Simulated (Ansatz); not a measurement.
This script drives Ansatz 0.2.0, Python API.

`eps_cui.py`
```python
"""Response of CuI to an electric field."""

import warnings

import ansatz as az
import numpy as np
from pymatgen.core import Lattice, Structure
from pymatgen.io.ase import AseAtomsAdaptor

warnings.simplefilter("ignore", az.DeckWarning)

pmg_structure = Structure(
    Lattice([[4.0229, 0.0, 0.0], [0.0, 4.0229, 0.0], [0.0, 0.0, 5.6506]]),
    ["Cu", "Cu", "I", "I"],
    [
        [0.0, 0.0, 0.0],
        [0.5, 0.5, 0.0],
        [0.0, 0.5, 0.2913],
        [0.5, 0.0, 0.7087],
    ],
)
xtal = az.Crystal.from_ase(AseAtomsAdaptor.get_atoms(pmg_structure))

# an insulator: whole occupations
setup = (
    xtal.calculation()
    .functional("LDA")
    .pseudopotentials("paw")
    .kpoints(4, 4, 3)
    .occupations("fixed")
    .dielectric()
)
res = setup.run(threads=1)
response = res.dielectric
eps = np.asarray(response.eps_inf)

print("eps_inf")
print(np.round(eps, 3) + 0.0)
for index, (site, z) in enumerate(zip(res.lattice.sites, response.zstar_e)):
    print("Born charge tensor of", site.symbol, index)
    print(np.round(z, 3) + 0.0)
print(f"charge neutrality missed by {response.zstar_sum_residual_pre_e:.4f} e before the sum rule")
```

It is started by `python eps_cui.py`. Estimate its wall time and peak memory on 1 thread of Arm Neoverse V2 (shared host).

It took about 110 s, with a peak of 0.98 GiB, for 1 run of the engine.

```console
$ python eps_cui.py
eps_inf
[[7.557 0.    0.   ]
 [0.    7.557 0.   ]
 [0.    0.    7.243]]
Born charge tensor of Cu 0
[[1.002 0.    0.   ]
 [0.    1.002 0.   ]
 [0.    0.    0.873]]
Born charge tensor of Cu 1
[[1.002 0.    0.   ]
 [0.    1.002 0.   ]
 [0.    0.    0.873]]
Born charge tensor of I 2
[[-1.002  0.     0.   ]
 [ 0.    -1.002  0.   ]
 [ 0.     0.    -0.873]]
Born charge tensor of I 3
[[-1.002  0.     0.   ]
 [ 0.    -1.002  0.   ]
 [ 0.     0.    -0.873]]
charge neutrality missed by 0.0027 e before the sum rule
```

Reading the output:
- Spin is left out of this run.
- The Fermi level of a run with fixed occupations marks the highest occupied state on its mesh, not mid-gap.
- Averages over directions belong to no single polarisation, least of all in layered crystals.
- Without a Hubbard U or exact exchange, semilocal functionals often make such 3d compounds metallic or too weakly gapped.
- The structure is a deposited one; some such entries were measured under pressure or heat, so a shift against it needn't be the functional's error alone.
- This is the electronic (clamped-ion) response; a semilocal gap that is too small tends to raise it. The typed mesh is that of the SCF; the response is solved on denser meshes that the run picks.

(Lines on the test bed's own set-up are left out of the output.)
